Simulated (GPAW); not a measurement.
# CdSe (Cadmoselite) (P6_3mc) in GPAW: reference runs

Reference runs on CdSe (Cadmoselite): the cell as given.

All numbers are computed with GPAW 26.7.0; they aren't measurements. Logs are shortened: lines on timing, memory, paths and dates and some standing lists are left out, and cuts for length are marked. The log counts tension as positive stress, the text compression.

**What was measured.**

A printed reference work, data compilation reports, for a bulk crystal of CdSe at 2 K: band gap 1.841 eV.

The results are compared with them further down.

## 1. The structure

It takes space group P6_3mc (No. 186, hexagonal). The conventional cell has a = 4.300 Å, b = 4.300 Å, c = 7.020 Å, α = 90.00°, β = 90.00°, γ = 120.00°. Cd (site symmetry 3m) is surrounded by 4 Se at 2.61 to 2.70 Å. Se (site symmetry 3m) has 4 Cd at 2.61 to 2.70 Å as nearest neighbours.

## 2. Single point, PBEsol

The input, run.py:

```python
from ase import Atoms
from ase.dft.bandgap import bandgap
from ase.io import write
from ase.units import Bohr, GPa
from gpaw import GPAW, PW, setup_paths
from gpaw.elf import elf_from_dft_calculation

setup_paths.insert(0, '.')

atoms = Atoms(['Cd', 'Cd', 'Se', 'Se'],
              cell=[[4.3, 0.0, 0.0],
                    [-2.15, 3.7239092363, 0.0],
                    [0.0, 0.0, 7.02]],
              scaled_positions=[[0.6666666667, 0.3333333333, 0.5],
                                [0.3333333333, 0.6666666667, 0.0],
                                [0.6666666667, 0.3333333333, 0.885],
                                [0.3333333333, 0.6666666667, 0.385]],
              pbc=True)

calc = GPAW(mode=PW(600),
            xc='PBEsol',
            kpts={'size': (7, 7, 4), 'gamma': True},
            occupations={'name': 'fermi-dirac', 'width': 0.05},
            nbands=31,
            convergence={'density': 1e-05, 'energy': 1e-05},
            maxiter=150,
            txt='gpaw.txt')
atoms.calc = calc
energy = atoms.get_potential_energy()
forces = atoms.get_forces()
stress = atoms.get_stress()
calc.write('gs.gpw')
write('result.traj', atoms)
print(f'Energy: {energy:.6f} eV')
print('Forces (eV/A):')
print(forces.round(4))
print('Stress (GPa):', (stress / GPa).round(3))
print('Fermi level:', round(calc.get_fermi_level(), 4), 'eV')
print(f'Gap: {bandgap(calc)[0]:.4f} eV, direct: {bandgap(calc, direct=True)[0]:.4f} eV')

# fields on the real-space grid
write('density.cube', atoms, data=calc.get_pseudo_density() * Bohr**3)
write('potential.cube', atoms, data=calc.get_electrostatic_potential())
write('elf.cube', atoms, data=elf_from_dft_calculation(calc).data)
```

Potentials or basis: PAW data sets generated in the run's folder for this functional, pw.

On the command line:

```console
$ gpaw-setup -f PBEsol Cd Se
$ OMP_NUM_THREADS=1 python run.py
```

gpaw.txt:

```text
__  _  _
 | _ |_)|_||  |
 |__||  | ||/\| - 26.7.0

Input parameters:
  mode=PW(ecut=600.0),
  convergence={'density': 1e-05, 'energy': 1e-05},
  kpts=MonkhorstPack(size=(7, 7, 4), gamma=True),
  maxiter=150,
  nbands=31,
  occupations=Occupations(name='fermi-dirac', width=0.05),
  xc=XC(name='PBEsol')

Diagonalizing LCAO Hamiltonian
Converting LCAO to pw mode

            Se

        Se  Cd

        Cd

Atoms  # Å, Bohr magnetons
|   | symbol |         x |        y |        z |    initial magnetic moments |
|---|--------|-----------|----------|----------|-----------------------------|
| 0 |     Cd |  2.150000 | 1.241303 | 3.510000 | ( 0.0000,  0.0000,  0.0000) |
| 1 |     Cd | -0.000000 | 2.482606 | 0.000000 | ( 0.0000,  0.0000,  0.0000) |
| 2 |     Se |  2.150000 | 1.241303 | 6.212700 | ( 0.0000,  0.0000,  0.0000) |
| 3 |     Se | -0.000000 | 2.482606 | 2.702700 | ( 0.0000,  0.0000,  0.0000) |

Unit cell  # Å
| periodic |         x |        y |        z |  lengths |     angles |
|----------|-----------|----------|----------|----------|------------|
|      yes |  4.300000 | 0.000000 | 0.000000 | 4.300000 |  90.000000 |
|      yes | -2.150000 | 3.723909 | 0.000000 | 4.300000 |  90.000000 |
|      yes |  0.000000 | 0.000000 | 7.020000 | 7.020000 | 120.000000 |

Number of symmetries: 6
Symmetry operations  # r_c * U_cc + t_c -> r_c
|   | kind |            matrix            |
|---|------|------------------------------|
| 0 |  σ   |  1, 1, 0,  0,-1, 0,  0, 0, 1 |
| 1 |  E   |  1, 0, 0,  0, 1, 0,  0, 0, 1 |
| 2 |  C3  |  0, 1, 0, -1,-1, 0,  0, 0, 1 |
| 3 |  σ   |  0,-1, 0, -1, 0, 0,  0, 0, 1 |
| 4 |  σ   | -1, 0, 0,  1, 1, 0,  0, 0, 1 |
| 5 |  C3  | -1,-1, 0,  1, 0, 0,  0, 0, 1 |

BZ-sampling:
  Number of BZ points: 196
  Number of IBZ points: 28

  Monkhorst-Pack size: [7, 7, 4]
  Monkhorst-Pack shift: [0.0, 0.0, 0.125]

K-points  # in reciprocal-cell coordinates
|     |                                coordinates |     weight |
|-----|--------------------------------------------|------------|
|   0 | (  0.00000000,   0.00000000,   0.00000000) | 0.00510204 |
|   1 | (  0.00000000,   0.00000000,   0.25000000) | 0.01020408 |
|   2 | (  0.00000000,   0.00000000,   0.50000000) | 0.00510204 |
|   3 | (  0.14285714,   0.00000000,  -0.25000000) | 0.03061224 |
|   4 | (  0.14285714,   0.00000000,   0.00000000) | 0.03061224 |
|   5 | (  0.14285714,   0.00000000,   0.25000000) | 0.03061224 |
|   6 | (  0.14285714,   0.00000000,   0.50000000) | 0.03061224 |
|   7 | (  0.28571429,  -0.14285714,   0.00000000) | 0.03061224 |
|   8 | (  0.28571429,  -0.14285714,   0.25000000) | 0.06122449 |
|   9 | (  0.28571429,  -0.14285714,   0.50000000) | 0.03061224 |
| ... |                                            |            |
|  27 | (  0.42857143,   0.42857143,   0.50000000) | 0.03061224 |

Plane wave coefficients: 3791
Cutoff: 600.0 eV

Spin-components: 1 (collinear spins)
Bands:           31
Projectors:      22
Spin-degeneracy: 2
Datatype:        complex128

Parallelization:
  kpt:    1
  domain: 1
  band:   1

Density:
  Valence electrons: 36.0
  Components: 1
  Grid points: [25 25 40]
  Charge: 0.0  # |e|

Potential:
  Grid points: [25 25 40]

species:
  Cd:
    name:    Cadmium
    Z:       48.0
    valence: 12
    core:    36
    charge:  0.0  # [|e|]
    compensation charges:
      type: gauss
      rc: 0.38  # [Å]
      lmax: 2
    cutoffs:
      filter: 2.12  # [Å]
      core: 2.62  # [Å]
    projectors
    | kind |    occ | energy [eV] | rcut [Å] |
    |------|--------|-------------|----------|
    |   5s |  2.000 |      -5.696 |    1.191 |
    |   5p |  0.000 |      -1.145 |    1.228 |
    |   4d | 10.000 |     -11.735 |    1.164 |
    |    s |        |      21.516 |    1.191 |
    |    p |        |      26.066 |    1.228 |
    |    d |        |      15.476 |    1.164 |

    Using partial waves for Cd as LCAO basis

  Se:
    name:    Selenium
    Z:       34.0
    valence: 6
    core:    28
    charge:  0.0  # [|e|]
    compensation charges:
      type: gauss
      rc: 0.27  # [Å]
      lmax: 2
    cutoffs:
      filter: 1.77  # [Å]
      core: 2.67  # [Å]
    projectors
    | kind |    occ | energy [eV] | rcut [Å] |
    |------|--------|-------------|----------|
    |   4s |  2.000 |     -17.281 |    0.847 |
    |   4p |  4.000 |      -6.511 |    1.005 |
    |    s |        |       9.930 |    0.847 |
    |    p |        |      20.700 |    1.005 |
    |    d |        |       0.000 |    0.847 |

    Using partial waves for Se as LCAO basis

Reference energy: -436321.283909  # eV

eigensolver:
  PPCG
  Converge bands: occupied
  niter=2

density mixing:
  MSR1-Mixer
  Pratt-step length: 0.05
  Maximum mixing coefficient: 0.75
  Old densities: 10
  SVD Regularization: 0.005
  Good broyden scale: 1.0
  Trust region scale: 1.0
  Backstep threshold: 4.0
  History deletion threshold: 6.0
  Fourier metric: weight=20.0, sigma=0.015

occupation numbers:
  Fermi-Dirac:
    width: 0.0500  # eV

poisson solver:
  ecut: 4800.0  # eV

xc functional:
  name: PBEsol with 2 nearest neighbor stencil

convergence criteria:
[... 6 lines left out ...]
|iter     | |      energy | eigst |  dens |
|---------|-|-------------|-------|-------|
|iter:   1| |  -13.412694 | -0.56 |       |
|iter:   2| |  -13.268722 | -2.51 | -1.20 |
|iter:   3| |  -12.741633 | -1.54 | -1.24 |
|iter:   4| |  -12.734809 | -3.37 | -1.80 |
|iter:   5| |  -12.733268 | -3.79 | -2.27 |
|iter:   6| |  -12.733286 | -5.25 | -3.01 |
|iter:   7| |  -12.733290c| -6.55 | -3.57 |
|iter:   8| |  -12.733290c| -7.48c| -4.58 |
|iter:   9| |  -12.733290c| -7.77c| -4.82 |
|iter:  10| |  -12.733290c| -8.13c| -5.30c|

Converged in 10 steps
Energy contributions relative to reference atoms: (reference = -436321.283909)

Energy contributions:
  Kinetic:          34.454530
  Coulomb:         -31.316223
  Zero:              0.114112
  External:          0.000000
  Xc:              -15.985686
  Entropy:          -0.000045
  Spinorbit:         0.000000
  ----------------------------
  Free energy:     -12.733312
  Extrapolated:    -12.733290

dipole moment: (0.000005, 0.000010, -18.380353)  # |e|*Ang

Fermi level: 3.817
Eigenvalues  # (at kpt = [0.000, 0.000, 0.000])
| band index |      eig [eV] | occ [0-2] |
|------------|---------------|-----------|
|          0 |        -9.129 |     2.000 |
|        ... |               |           |
|         10 |        -3.942 |     2.000 |
|         11 |        -3.662 |     2.000 |
|         12 |        -0.806 |     2.000 |
|         13 |         2.765 |     2.000 |
|         14 |         2.765 |     2.000 |
|         15 |         3.484 |     1.997 |
[... 8 lines left out ...]
|         24 |        10.404 |     0.000 |
|         25 |        11.066 |     0.000 |
|        ... |               |           |
|         30 |        14.409 |     0.000 |

Gap: 0.573 eV
Transition (v -> c):
  (s=0, k=0, n=17, [0.00, 0.00, 0.00]) -> (s=0, k=0, n=18, [0.00, 0.00, 0.00])
No difference between direct/indirect transitions

Forces  # eV/Ang
|        x |       y |        z |
|----------|---------|----------|
|  0.00000 | 0.00000 |  0.26522 |  # Cd   0
|  0.00000 | 0.00000 |  0.26557 |  # Cd   1
|  0.00000 | 0.00000 | -0.26532 |  # Se   2
| -0.00000 | 0.00000 | -0.26553 |  # Se   3

Stress tensor  # eV/Ang^3
|         x |         y |         z |
|-----------|-----------|-----------|
| -0.003581 |  0.000000 |  0.000000 |
|  0.000000 | -0.003581 | -0.000000 |
|  0.000000 | -0.000000 |  0.007696 |

# Writing to gs.gpw (mode='')
```

Wall time 60 s (1 thread of Arm Neoverse V1, shared host); peak memory 0.24 GiB.

What came out:

```yaml
Free_energy: -12.7333 eV
Pressure: 0.0 GPa
Largest_force: 0.266 eV/Å
Band_gap_on_the_k_mesh: 0.57 eV, direct
```

Forces on the atoms (eV/Å):
```
Cd   0.000  0.000  0.265
Cd   0.000  0.000  0.266
Se   0.000  0.000 -0.265
Se   0.000  0.000 -0.266
```

Levels at points of the mesh, in eV from the valence-band top:
| k point | band 15 | band 16 | band 17 | band 18 | band 19 | band 20 | band 21 | band 22 |
| --- | --- | --- | --- | --- | --- | --- | --- | --- |
| (0.00, 0.00, 0.00) | -0.73 | -0.01 | 0.00 | 0.00 | 0.57 | 2.01 | 5.78 | 5.78 |
| (0.00, 0.00, 0.50) | -0.38 | -0.38 | -0.38 | -0.38 | 2.23 | 2.23 | 5.70 | 5.70 |

## 3. Comparison with measurements

Step 2. Against the measured gap of CdSe, 1.841 eV (2 K; a printed reference work, data compilation), the calculated 0.57 eV is off by -1.27 eV. So large a miss can be the level of theory's own, or it may mean another phase, state or a wrong row. Spin-orbit coupling on Cd, Se is left out. The value is that of PBEsol, without temperature or zero-point motion. Semilocal functionals fall short of measured gaps as a rule.
